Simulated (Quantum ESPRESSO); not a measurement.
## HfO2 in Quantum ESPRESSO: the effect of functional

Crystal: HfO2.

```
CELL_PARAMETERS angstrom
0.00000 2.55750 2.55750
2.55750 0.00000 2.55750
2.55750 2.55750 0.00000
ATOMIC_POSITIONS crystal
Hf 0.00000 0.00000 0.00000
O 0.75000 0.75000 0.75000
O 0.25000 0.25000 0.25000
```

Measurements of this composition are mostly on another form, of space group No. 14.

Alike in all runs:

* Program: Quantum ESPRESSO 7.5
* Task: phonons
* Cutoff: 612 eV
* Density cutoff: 4898 eV
* k mesh: 4 × 4 × 4, shifted
* Occupations: fermi-dirac, width 0.05 eV
* Spin: no spin polarisation

Each run relaxes the cell or the atoms first.

Task: One run gave: relaxed volume 10.35 Å³/atom; dielectric constant 5.24 mean; highest phonon frequency 605 cm⁻¹. Which functional did it use?
A. LDA
B. vdW-DF-cx
C. AM05
D. PBE
E. RPBE

Result: A.

```csv
functional,potentials or basis,relaxed volume (Å³/atom),dielectric constant (mean),highest phonon frequency (cm⁻¹)
LDA,GBRV 1.5 LDA,10.35,5.24,605
PBE,GBRV 1.5 PBE,10.94,5.17,570
RPBE,GBRV 1.5 PBE,11.15,5.11,560
revPBE,GBRV 1.5 PBE,11.09,5.13,562
PW91,GBRV 1.5 PBE,10.92,5.17,573
vdW-DF-cx,GBRV 1.5 PBE,10.63,5.23,592
WC,GBRV 1.5 PBE,10.65,5.25,587
AM05,GBRV 1.5 PBE,10.63,5.26,584
```

Caveats: the potentials were made for another functional, which shifts forces and pressure (some runs).

Not every run made on this cell is shown here.
